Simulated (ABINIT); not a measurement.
Input of an ABINIT 10.8.3 (patched build) run:

Contents of run.abi:

```
# Datasets: ground state, then fixed potential
ndtset 2

# Pseudopotentials
pp_dirpath "./"
pseudos "Si.GGA_PBE-JTH.xml"

# Structure
acell 3.8313174605 3.8313174606 6.3326220002 Angstrom
rprim
     1.0000000000     0.0000000000     0.0000000000
    -0.5000000000     0.8660254038     0.0000000000
     0.0000000000     0.0000000000     1.0000000000
ntypat 1
znucl 14
natom 4
typat 1 1 1 1
xred
     0.6666666667     0.3333333333     0.9369905000
     0.3333333333     0.6666666667     0.4369905000
     0.6666666667     0.3333333333     0.5630095000
     0.3333333333     0.6666666667     0.0630095000

# Plane-wave basis
ecut 18.0
pawecutdg 36.0

# Exchange and correlation
ixc -497498
usekden 1
pawxcdev 0

# Bands and occupations
occopt 3
tsmear 0.05 eV

# SCF cycle
nstep 100

# Output
iomode 3
prtwf 0
prteig 0
prtebands 0
prtden1 1
prtkden1 1

# Dataset 1
kptopt1 1
ngkpt1 8 8 4
nshiftk1 1
shiftk1 0.0 0.0 0.0
nband1 12
tolvrs1 1.0e-7

# Dataset 2: bands along G-M-K-G-A-L-H-A
iscf2 -2
getden2 1
getkden2 1
nband2 18
nbdbuf2 4
tolwfr2 1.0e-11
kptopt2 -7
ndivsm2 5
prteig2 1
prtvol2 -3
kptbounds2
     0.0000000000     0.0000000000     0.0000000000
     0.5000000000     0.0000000000     0.0000000000
     0.3333333333     0.3333333333     0.0000000000
     0.0000000000     0.0000000000     0.0000000000
     0.0000000000     0.0000000000     0.5000000000
     0.5000000000     0.0000000000     0.5000000000
     0.3333333333     0.3333333333     0.5000000000
     0.0000000000     0.0000000000     0.5000000000
```

Potentials or basis: JTH PAW PBE v2.0.

Launch:

```console
$ abinit run.abi > log 2>&1
```

Question: Predict the band gap on the k mesh.

Answer: 0.61 eV, indirect (least direct gap 1.36 eV).

Question: Estimate the largest force.

Answer: 0.008 eV/Å.

Question: Estimate the band gap along the path.

Answer: 0.61 eV, indirect (least direct gap 1.36 eV).

Question: Estimate the pressure.

Answer: -0.1 GPa.

Forces on the atoms (eV/Å):
```
Si   0.000  0.000  0.008
Si   0.000  0.000  0.008
Si   0.000  0.000 -0.008
Si   0.000  0.000 -0.008
```

Caveat: the PAW data sets were made with another functional, which shifts forces and pressure a little. r2SCAN opens gaps a little over a GGA but as a rule still falls short of measured ones.
